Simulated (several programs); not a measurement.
Ag2O (started from an entry of an open crystallographic database), relaxed with r2SCAN in Ansatz, was computed with several methods. The symmetry is Pn-3m (No. 224, cubic); a = 4.756 Å in the conventional setting, 17.93 Å³ an atom. Ag is surrounded by 2 O at 2.06 Å; O is surrounded by 4 Ag at 2.06 Å. Spin-unpolarised throughout.

```cif
data_structure
_symmetry_space_group_name_H-M 'Pn-3m:1'
_symmetry_Int_Tables_number 224
_cell_length_a 4.7561
_cell_length_b 4.7561
_cell_length_c 4.7561
_cell_angle_alpha 90.000
_cell_angle_beta 90.000
_cell_angle_gamma 90.000
_cell_volume 107.59
loop_
_atom_site_label
_atom_site_type_symbol
_atom_site_symmetry_multiplicity
_atom_site_Wyckoff_symbol
_atom_site_fract_x
_atom_site_fract_y
_atom_site_fract_z
_atom_site_occupancy
Ag1 Ag 4 b 0.25000 0.25000 0.25000 1
O1 O 2 a 0.00000 0.00000 0.00000 1
```

Gaps and times are for a single point on this cell; volume and bulk modulus come from each method's own relaxation or energy curve at fixed shape. Times are rough, from shared hosts (Arm Neoverse V2; Intel Xeon Processor @ 2.70GHz), and each method has its own mesh and cell size. A star marks a curve whose lowest point is an end point. PM7 (MOPAC), GFN1-xTB (tblite), GFN2-xTB (tblite) treat a cluster of cells at its zone centre, which samples few k points: where these miss a band edge, the gap comes out too large for that reason alone. Gaps from k meshes are read at a limited set of points (mesh, symmetry points, PBE's band edges), so each method's own least gap may be somewhat smaller. xTB and the PM methods were fitted mostly to molecules, and can miss a solid's gap by electronvolts. Minimal bases can be far off for gaps. Times of the plane-wave ladder aren't listed, since it ran on unlike processors and cards. d marks a direct gap, i an indirect one (no mark: not told apart), a dash a value that wasn't computed or didn't pass its checks.

```
                              method              kind  gap (eV)  own volume (Å³/atom)  bulk modulus (GPa)  atoms computed  processor time
                              PBEsol         semilocal         –                 17.38                   –               6               –
light PBE (260 eV and a coarse mesh)  light plane-wave         0                     –                   –               6           1.2 s
                   GFN1-xTB (tblite)     tight binding      0.60                19.56*                 67*         cluster           1.7 s
                   GFN2-xTB (tblite)     tight binding      0.34                     –                   –         cluster           3.6 s
                                 PBE         semilocal         0                 18.57                  70               6               –
                                 LDA         semilocal         0                 16.62                   –               6               –
                              r2SCAN         semilocal    0.24 d                 17.93                  83               6               –
                      PBE/SZV (CP2K)       small basis    0.31 d                19.93*                 62*               6            14 s
                             PBE+SOC         semilocal    0.14 d                     –                   –               6               –
                     PBE/DZVP (CP2K)       small basis         0                 18.91                  68               6            56 s
                         PM7 (MOPAC)    semi-empirical      3.64                     –                   –         cluster            71 s
                                PBE0            hybrid    1.86 d                     –                   –               6               –
                               HSE06            hybrid    1.14 d                     –                   –               6               –
```

**Question.** How far from the measured values lie the methods that can be set against them?

**Answer.**
- Volume, measured 17.81 Å³ an atom: PBEsol -2.4 %, PBE +4.3 %, LDA -6.7 %, r2SCAN +0.7 %, PBE/DZVP (CP2K) +6.2 %.
The calculations are for a static lattice; samples hold vibrations, temperature and, in optical gaps, excitons. A measured value is shown where most reports agree with it, and only for the quantities listed. Sources: 17.81 Å³ an atom (from the lattice constants; cubic lattice parameter; 15 K; “Phonons, Nature of Bonding and Their Relation to Anomalous Thermal Expansion Behavior of M2O (M=Au, Ag, Cu)”; 2013; arxiv:1311.4701).

Only the rows marked +SOC include spin-orbit coupling.
